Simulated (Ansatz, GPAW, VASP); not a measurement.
Cu: 9 runs at one level of theory

```
Cu
1.0
     0.00000    1.80750    1.80750
     1.80750    0.00000    1.80750
     1.80750    1.80750    0.00000
Cu
1
Direct
  0.00000 0.00000 0.00000
```

Alike in all runs: task band structure; functional PBE; k mesh 13 × 13 × 13; occupations fermi-dirac, width 0.05 eV; no spin polarisation; no spin-orbit coupling. Pressure is positive in compression and, in plane waves, holds the error of the finite cutoff, which Ansatz's Pulay term estimates and takes out.

```
                                program and potentials  plane-wave cutoff (eV)                                                                      notes  pressure (GPa)
                     VASP, PBE PAW files Cu_GW, 550 eV                     550                                    11 valence electrons an atom on average            0.43
Ansatz, Ansatz PAW (files of its older set among them)                    1050                                    19 valence electrons an atom on average            1.64
                                       Ansatz, SPMS NC                     952  19 valence electrons an atom on average; Pulay term of +0.62 GPa included            1.74
                            Ansatz, SSSP precision PAW                    1225                                    11 valence electrons an atom on average            1.75
        Ansatz, all-electron LAPW, scalar-relativistic                       -                                                                          -            1.64
                                   GPAW, SG15 ONCV 1.2                    1100                                    19 valence electrons an atom on average            1.96
            GPAW, GPAW PAW data sets (gpaw-data 1.2.1)                     600                                    11 valence electrons an atom on average            3.06
                                     Ansatz, Ansatz NC                    1252  19 valence electrons an atom on average; Pulay term of +0.04 GPa included            1.67
     GPAW, PAW data sets generated for this functional                     600                                    11 valence electrons an atom on average            3.06
```

The pressure spans 0.43 (VASP, PBE PAW files Cu_GW, 550 eV) to 3.06 GPa (GPAW, GPAW PAW data sets (gpaw-data 1.2.1)), with all-electron results at 1.64.

The functional is the same throughout but for its coding, so the spread measures potentials, basis and numerics; runs on potential files found faulty are left out.
